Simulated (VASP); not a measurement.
# GaAs: GW0, energies updated in G on PBE, by spin-orbit coupling

GaAs, F-43m (no. 216), 2 atoms in the cell.

| Spin-orbit coupling | Quasiparticle gap on the mesh (eV) | Gap of the starting point on the mesh (eV) | Quasiparticle gap at the zone centre (eV) | Starting gap at the zone centre (eV) | Correction of the gap between the band edges on the mesh (eV) | Time (s) |
|---|---|---|---|---|---|---|
| no | 1.58 | 0.49 | 1.58 | 0.49 | 1.09 | 24 |
| yes | 1.47 | 0.38 | 1.47 | 0.38 | 1.09 | 136 |

Limits: the mesh is coarse: neither the gap nor the screening is converged.

## Input of the first row

INCAR.step1:
```
PREC = Accurate
ENCUT = 500
ISMEAR = 0
SIGMA = 0.05
LASPH = T
LREAL = F
GGA = PE
ALGO = Normal
EDIFF = 1E-8
NELM = 150
LWAVE = T
LCHARG = F
KPAR = 4
```

INCAR.step2, as INCAR.step1 but for:
```
- ALGO = Normal
- NELM = 150
+ ALGO = Exact
+ NELM = 1
+ ISTART = 1
+ NBANDS = 128
+ LOPTICS = T
```

INCAR.step3:
```
PREC = Accurate
ENCUT = 500
ISMEAR = 0
SIGMA = 0.05
LASPH = T
LREAL = F
GGA = PE
ALGO = EVGW0
NBANDS = 128
NBANDSGW = 13
ENCUTGW = 130
NOMEGA = 48
PRECFOCK = Fast
ISTART = 1
LWAVE = F
LCHARG = F
NELMGW = 3
KPAR = 4
```

KPOINTS:
```
k-points
0
Gamma
  3 3 3
```

POSCAR:
```
GaAs
1.0
    0.0000000000      2.8268500000      2.8268500000
    2.8268500000      0.0000000000      2.8268500000
    2.8268500000      2.8268500000      0.0000000000
As Ga
1 1
Direct
    0.7500000000      0.7500000000      0.7500000000
    0.0000000000      0.0000000000      0.0000000000
```

Commands (each step's output is kept before the next begins):
```
cat potpaw_PBE.64/As_GW/POTCAR potpaw_PBE.64/Ga_d_GW/POTCAR > POTCAR
cp INCAR.step1 INCAR
mpirun -np 4 vasp_std > vasp.out
cp INCAR.step2 INCAR
mpirun -np 4 vasp_std > vasp.out
cp INCAR.step3 INCAR
mpirun -np 4 vasp_std > vasp.out
```

Changes of the last row against the first:
```
(step 1)
+ LSORBIT = True
+ GGA_COMPAT = False
+ MAGMOM = 0 0 0 0 0 0
(step 2)
- NBANDS = 128
+ LSORBIT = True
+ GGA_COMPAT = False
+ MAGMOM = 0 0 0 0 0 0
+ NBANDS = 260
(step 3)
- NBANDS = 128
- NBANDSGW = 13
+ LSORBIT = True
+ GGA_COMPAT = False
+ MAGMOM = 0 0 0 0 0 0
+ NBANDS = 260
+ NBANDSGW = 26
- vasp_std
+ vasp_ncl
```

VASP 6.6.1 took 24 s on 4 cores (Intel Xeon Platinum 8559C (Emerald Rapids)), a shared host.
